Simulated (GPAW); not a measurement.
Here is a GPAW 26.7.0 calculation.

run.py

```python
from ase import Atoms
from ase.dft.bandgap import bandgap
from ase.io import write
from ase.units import GPa
from gpaw import GPAW, PW

atoms = Atoms(['Sb', 'Ga'],
              cell=[[0.0, 3.059, 3.059],
                    [3.059, 0.0, 3.059],
                    [3.059, 3.059, 0.0]],
              scaled_positions=[[0.75, 0.75, 0.75],
                                [0.0, 0.0, 0.0]],
              pbc=True)

calc = GPAW(mode=PW(600),
            xc='MGGA_X_R2SCAN+MGGA_C_R2SCAN',
            kpts={'size': (8, 8, 8), 'gamma': True},
            occupations={'name': 'fermi-dirac', 'width': 0.05},
            nbands=18,
            convergence={'density': 1e-05, 'energy': 1e-05},
            maxiter=150,
            txt='gpaw.txt')
atoms.calc = calc
energy = atoms.get_potential_energy()
forces = atoms.get_forces()
stress = atoms.get_stress()
calc.write('gs.gpw')
write('result.traj', atoms)
print(f'Energy: {energy:.6f} eV')
print('Forces (eV/A):')
print(forces.round(4))
print('Stress (GPa):', (stress / GPa).round(3))
print('Fermi level:', round(calc.get_fermi_level(), 4), 'eV')
print(f'Gap: {bandgap(calc)[0]:.4f} eV, direct: {bandgap(calc, direct=True)[0]:.4f} eV')

path = atoms.cell.bandpath('GXWKGLUWLK,UX', npoints=60, eps=1e-4)
bs_calc = calc.fixed_density(kpts=path, symmetry='off', nbands=30,
                             convergence={'bands': 'CBM+6.0', 'eigenstates': 1e-6}, txt='bands.txt')
bs = bs_calc.band_structure()
bs.write('bs.json')
print(f'Gap on the path: {bandgap(bs_calc)[0]:.4f} eV')
```

Potentials or basis: GPAW PAW data sets (gpaw-data 1.2.1), pw.

Command:

```console
$ OMP_NUM_THREADS=1 python run.py
```

(1) Estimate the band gap along the path.

(2) Estimate the pressure.

## Answers

(1) 0.51 eV, direct.

(2) 0.2 GPa.

Caveat: the PAW data sets were made with another functional, which shifts forces and pressure a little; spin-orbit coupling is left out, which moves the levels of the heavy elements.

**The experiment to reproduce.**

A printed reference work, data compilation reports, for a bulk crystal of GaSb at 4.2 K: band gap 0.811 eV (direct).

A measured gap of GaSb is 0.811 eV (direct; 4.2 K; a printed reference work, data compilation); the calculated 0.51 eV misses it by -0.30 eV. Spin-orbit coupling on Ga, Sb is left out. The value is that of r2SCAN, without temperature or zero-point motion.
